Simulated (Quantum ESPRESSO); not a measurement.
# PbS (Galena) (Fm-3m) in Quantum ESPRESSO: a series of runs, part 3 of 4

Quantum ESPRESSO 7.5. Earlier steps stand in the parts before.

**5. Phonons, PBE**

Input file pw.in:

```
&CONTROL
  calculation = 'scf'
  prefix = 'pwscf'
  outdir = './tmp'
  pseudo_dir = './pseudo'
  tprnfor = .true.
  tstress = .true.
  disk_io = 'low'
/
&SYSTEM
  ibrav = 0
  nat = 2
  ntyp = 2
  ecutwfc = 52
  ecutrho = 312
  nbnd = 16
  occupations = 'smearing'
  smearing = 'fd'
  degauss = 0.00367493
/
&ELECTRONS
  conv_thr = 4d-10
  electron_maxstep = 120
  mixing_beta = 0.5
/
ATOMIC_SPECIES
Pb   207.2000 Pb.GGA_PBE-JTH.UPF
S     32.0600 S.GGA_PBE-JTH.UPF
CELL_PARAMETERS angstrom
   0.0000000000    2.9657500000    2.9657500000
   2.9657500000    0.0000000000    2.9657500000
   2.9657500000    2.9657500000    0.0000000000
ATOMIC_POSITIONS crystal
Pb     0.0000000000    0.0000000000    0.0000000000
S      0.5000000000    0.5000000000    0.5000000000
K_POINTS automatic
6 6 6 1 1 1
```

Input file gamma.in:

```
&CONTROL
  calculation = 'bands'
  prefix = 'pwscf'
  outdir = './tmp'
  pseudo_dir = './pseudo'
  disk_io = 'low'
  verbosity = 'high'
/
&SYSTEM
  ibrav = 0
  nat = 2
  ntyp = 2
  ecutwfc = 52
  ecutrho = 312
  nbnd = 16
  occupations = 'smearing'
  smearing = 'fd'
  degauss = 0.00367493
/
&ELECTRONS
  conv_thr = 1d-08
  electron_maxstep = 120
  mixing_beta = 0.5
  diago_full_acc = .true.
  startingwfc = 'random'
/
ATOMIC_SPECIES
Pb   207.2000 Pb.GGA_PBE-JTH.UPF
S     32.0600 S.GGA_PBE-JTH.UPF
CELL_PARAMETERS angstrom
   0.0000000000    2.9657500000    2.9657500000
   2.9657500000    0.0000000000    2.9657500000
   2.9657500000    2.9657500000    0.0000000000
ATOMIC_POSITIONS crystal
Pb     0.0000000000    0.0000000000    0.0000000000
S      0.5000000000    0.5000000000    0.5000000000
K_POINTS crystal
1
0.0 0.0 0.0 1
```

Input file scf2.in:

```
&CONTROL
  calculation = 'scf'
  prefix = 'pwscf'
  outdir = './tmp'
  pseudo_dir = './pseudo'
  tprnfor = .true.
  tstress = .true.
  disk_io = 'low'
/
&SYSTEM
  ibrav = 0
  nat = 2
  ntyp = 2
  ecutwfc = 52
  ecutrho = 312
  nbnd = 16
  occupations = 'fixed'
/
&ELECTRONS
  conv_thr = 1d-13
  electron_maxstep = 120
  mixing_beta = 0.5
  startingpot = 'file'
/
ATOMIC_SPECIES
Pb   207.2000 Pb.GGA_PBE-JTH.UPF
S     32.0600 S.GGA_PBE-JTH.UPF
CELL_PARAMETERS angstrom
   0.0000000000    2.9657500000    2.9657500000
   2.9657500000    0.0000000000    2.9657500000
   2.9657500000    2.9657500000    0.0000000000
ATOMIC_POSITIONS crystal
Pb     0.0000000000    0.0000000000    0.0000000000
S      0.5000000000    0.5000000000    0.5000000000
K_POINTS automatic
6 6 6 1 1 1
```

Input file ph.in:

```
phonons of PbS
&INPUTPH
  prefix = 'pwscf'
  outdir = './tmp'
  tr2_ph = 1d-18
  fildyn = 'dyn'
  niter_ph = 90
  alpha_mix(1) = 0.7
  epsil = .true.
/
0.0000000000 0.0000000000 0.0000000000
```

Input file dynmat.in:

```
&INPUT
  fildyn = 'dyn'
  asr = 'crystal'
  lperm = .true.
  filout = 'dynmat.disp'
  fileig = 'dynmat.eig'
/
```

Input file dynmat_lo.in:

```
&INPUT
  fildyn = 'dyn'
  asr = 'crystal'
  filout = 'dynmat_lo.disp'
  fileig = 'dynmat_lo.eig'
  q(1) = 0
  q(2) = 0
  q(3) = 1
/
```

Potentials or basis: JTH 2.0 PBE.

Run with:

```sh
$ OMP_NUM_THREADS=1 mpirun -n 4 pw.x -nk 4 -in pw.in > pw.out
$ OMP_NUM_THREADS=1 mpirun -n 4 pw.x -in gamma.in > gamma.out
$ OMP_NUM_THREADS=1 mpirun -n 4 pw.x -nk 4 -in scf2.in > scf2.out
$ OMP_NUM_THREADS=1 mpirun -n 4 ph.x -nk 4 -in ph.in > ph.out
$ OMP_NUM_THREADS=1 mpirun -n 1 dynmat.x -in dynmat.in > dynmat.out
$ OMP_NUM_THREADS=1 mpirun -n 1 dynmat.x -in dynmat_lo.in > dynmat_lo.out
```

pw.out:

```text
This program is part of the open-source Quantum ESPRESSO suite
     for quantum simulation of materials; please cite
         "P. Giannozzi et al., J. Phys.:Condens. Matter 21 395502 (2009);
         "P. Giannozzi et al., J. Phys.:Condens. Matter 29 465901 (2017);
         "P. Giannozzi et al., J. Chem. Phys. 152 154105 (2020);
     in publications or presentations arising from this work. More details at

     file Pb.GGA_PBE-JTH.UPF: wavefunction(s)  0S 6P 0P 5D 0D renormalized
     file S.GGA_PBE-JTH.UPF: wavefunction(s)  3S 0S 3P 0P renormalized
     Message from routine setup:
     using ibrav=0 with symmetry is DISCOURAGED, use correct ibrav instead

     K-points division:     npool     =       4
     Subspace diagonalization in iterative solution of the eigenvalue problem:
     a serial algorithm will be used

     G-vector sticks info
     --------------------
     sticks:   dense  smooth     PW     G-vecs:    dense   smooth      PW
     Sum        1357     913    271                32743    17933    2975

     Using Slab Decomposition

     bravais-lattice index     =            0
     lattice parameter (alat)  =       7.9259  a.u.
     unit-cell volume          =     352.0710 (a.u.)^3
     number of atoms/cell      =            2
     number of atomic types    =            2
     number of electrons       =        20.00
     number of Kohn-Sham states=           16
     kinetic-energy cutoff     =      52.0000  Ry
     charge density cutoff     =     312.0000  Ry
     scf convergence threshold =      4.0E-10
     mixing beta               =       0.5000
     number of iterations used =            8  plain     mixing
     Exchange-correlation= SLA PW PBX PBC
                           (   1   4   3   4   0   0   0)

     celldm(1)=   7.925897  celldm(2)=   0.000000  celldm(3)=   0.000000
     celldm(4)=   0.000000  celldm(5)=   0.000000  celldm(6)=   0.000000

     crystal axes: (cart. coord. in units of alat)
               a(1) = (   0.000000   0.707107   0.707107 )
               a(2) = (   0.707107   0.000000   0.707107 )
               a(3) = (   0.707107   0.707107   0.000000 )

     reciprocal axes: (cart. coord. in units 2 pi/alat)
               b(1) = ( -0.707107  0.707107  0.707107 )
               b(2) = (  0.707107 -0.707107  0.707107 )
               b(3) = (  0.707107  0.707107 -0.707107 )

     PseudoPot. # 1 for Pb read from file:
     Pb.GGA_PBE-JTH.UPF
     Pseudo is Projector augmented-wave + core cor, Zval = 14.0
[... 37 lines left out ...]
        k(    1) = (   0.0589256   0.0589256   0.0589256), wk =   0.0185185
        k(    2) = (   0.1767767   0.1767767  -0.0589256), wk =   0.0555556
        k(    3) = (   0.2946278   0.2946278  -0.1767767), wk =   0.0555556
        k(    4) = (  -0.2946278  -0.2946278   0.4124790), wk =   0.0555556
        k(    5) = (  -0.1767767  -0.1767767   0.2946278), wk =   0.0555556
        k(    6) = (  -0.0589256  -0.0589256   0.1767767), wk =   0.0555556
[... 20 lines left out ...]
        k(   27) = (   0.2946278   0.2946278   0.2946278), wk =   0.0185185
        k(   28) = (  -0.2946278  -0.2946278   0.8838835), wk =   0.0555556

     Dense  grid:    32743 G-vectors     FFT dimensions: (  45,  45,  45)

     Smooth grid:    17933 G-vectors     FFT dimensions: (  40,  40,  40)

     Check: negative core charge=   -0.000002

     Initial potential from superposition of free atoms

     starting charge      19.9976, renormalised to      20.0000

     negative rho (up, down):  5.450E-02 0.000E+00
     Starting wfcs are   26 randomized atomic wfcs
     Checking if some PAW data can be deallocated...

     Self-consistent Calculation

     iteration #  1     ecut=    52.00 Ry     beta= 0.50
     Davidson diagonalization with overlap
     ethr =  1.00E-02,  avg # of iterations =  7.0

     Threshold (ethr) on eigenvalues was too large:
     Diagonalizing with lowered threshold

     Davidson diagonalization with overlap
     ethr =  6.75E-04,  avg # of iterations =  2.3

     negative rho (up, down):  5.908E-02 0.000E+00
[... 67 lines left out ...]
     iteration #  9     ecut=    52.00 Ry     beta= 0.50
     Davidson diagonalization with overlap
     ethr =  2.14E-11,  avg # of iterations =  2.0

     negative rho (up, down):  5.934E-02 0.000E+00

     End of self-consistent calculation

          k = 0.0589 0.0589 0.0589 (  2205 PWs)   bands (ev):

    -8.6288  -8.6273  -8.6273  -8.6121  -8.6121  -5.3443   1.9369   6.0391
     6.0391   6.1830  12.7360  12.9987  12.9987  14.9138  15.0998  15.0998
[... 73 lines left out ...]
    -8.7575  -8.6515  -8.5887  -8.5716  -8.5702  -3.7598   0.8133   3.2025
     4.8292   4.9070  12.1243  13.5009  13.5964  13.8268  19.4481  19.9259

          k =-0.5303 0.1768-0.0589 (  2231 PWs)   bands (ev):

    -8.7153  -8.6386  -8.6059  -8.5841  -8.5768  -3.9850   0.3209   4.3164
     4.7571   5.9632  11.5075  12.4143  12.6498  14.3333  18.8454  19.3261

          k =-0.4125 0.0589 0.0589 (  2229 PWs)   bands (ev):
[... 51 lines left out ...]
    -8.6663  -8.6334  -8.6186  -8.5929  -8.5824  -4.0309  -0.4239   5.0064
     6.0895   7.1083   9.6601  10.7125  11.8724  16.3987  17.5545  17.6986

     the Fermi energy is     8.4108 ev

!    total energy              =    -936.92799999 Ry
     total all-electron energy =      -936.928000 Ry
     estimated scf accuracy    <          2.8E-10 Ry
     smearing contrib. (-TS)   =      -0.00000005 Ry
     internal energy E=F+TS    =    -936.92799995 Ry

     The total energy is F=E-TS. E is the sum of the following terms:
     one-electron contribution =     -32.73494549 Ry
     hartree contribution      =      40.47940631 Ry
     xc contribution           =     -23.58323916 Ry
     ewald contribution        =    -111.22964404 Ry
     one-center paw contrib.   =    -809.85957757 Ry

     convergence has been achieved in   9 iterations

     negative rho (up, down):  5.934E-02 0.000E+00

     Forces acting on atoms (cartesian axes, Ry/au):

     atom    1 type  1   force =     0.00000000    0.00000000   -0.00000000
     atom    2 type  2   force =     0.00000000    0.00000000   -0.00000000

     Total force =     0.000000     Total SCF correction =     0.000000

     Computing stress (Cartesian axis) and pressure

     negative rho (up, down):  5.934E-02 0.000E+00
          total   stress  (Ry/bohr**3)                   (kbar)     P=       20.05
   0.00013628  -0.00000000  -0.00000000           20.05       -0.00       -0.00
  -0.00000000   0.00013628  -0.00000000           -0.00       20.05       -0.00
  -0.00000000  -0.00000000   0.00013628           -0.00       -0.00       20.05

=------------------------------------------------------------------------------=
   JOB DONE.
=------------------------------------------------------------------------------=
```

scf2.out:

```text
This program is part of the open-source Quantum ESPRESSO suite
     for quantum simulation of materials; please cite
         "P. Giannozzi et al., J. Phys.:Condens. Matter 21 395502 (2009);
         "P. Giannozzi et al., J. Phys.:Condens. Matter 29 465901 (2017);
         "P. Giannozzi et al., J. Chem. Phys. 152 154105 (2020);
[... 343 lines left out ...]
  -0.00000000   0.00013572  -0.00000000           -0.00       19.97       -0.00
  -0.00000000  -0.00000000   0.00013572           -0.00       -0.00       19.97

=------------------------------------------------------------------------------=
   JOB DONE.
=------------------------------------------------------------------------------=
```

Wall time 3.9 min (4 MPI ranks of Intel Xeon Platinum 8259CL at 2.50GHz (Skylake/Cascade Lake), shared host); peak memory 0.52 GiB.

Results:

```
Free energy                                             : -12747.5548 eV
Pressure after relaxing                                 : 2.0 GPa
Electronic dielectric tensor (diagonal)                 : 15.80
Born charges (mean of the diagonal)                     : Pb +4.48; S -4.49 e
Highest phonon frequency at Γ, LO-TO splitting left out : 76 cm⁻¹
Static dielectric tensor (diagonal)                     : 134.99
```

Phonon frequencies in cm⁻¹ (negative: imaginary):
| q point | frequencies |
| --- | --- |
| (0.000, 0.000, 0.000) | 0 0 0 76 76 76 |

Electronic dielectric tensor:
```
15.80  0.00  0.00
 0.00 15.80  0.00
 0.00  0.00 15.80
```

Born effective charge tensors (e):
atom 1, Pb
```
4.48 0.00 0.00
0.00 4.48 0.00
0.00 0.00 4.48
```
atom 2, S
```
-4.49  0.00  0.00
 0.00 -4.49  0.00
 0.00  0.00 -4.49
```

Optical modes at Γ, degenerate ones joined, polar ones without the macroscopic field:
```
cm⁻¹  components  symmetry  active in  IR intensity, summed ((D/Å)²/amu)
  76           3       T1u         IR                              50.09
```

Zone-centre frequencies without and with the macroscopic field along z (cm⁻¹):
```
                optical modes in rising order
       without                       76 76 76
with the field                      76 76 221
```

Static dielectric tensor, electrons and zone-centre modes:
```
134.99   0.00   0.00
  0.00 134.99   0.00
  0.00   0.00 134.99
```

Spin-orbit coupling is left out, which matters for the levels of Pb.

(Continued in part 4 of 4.)
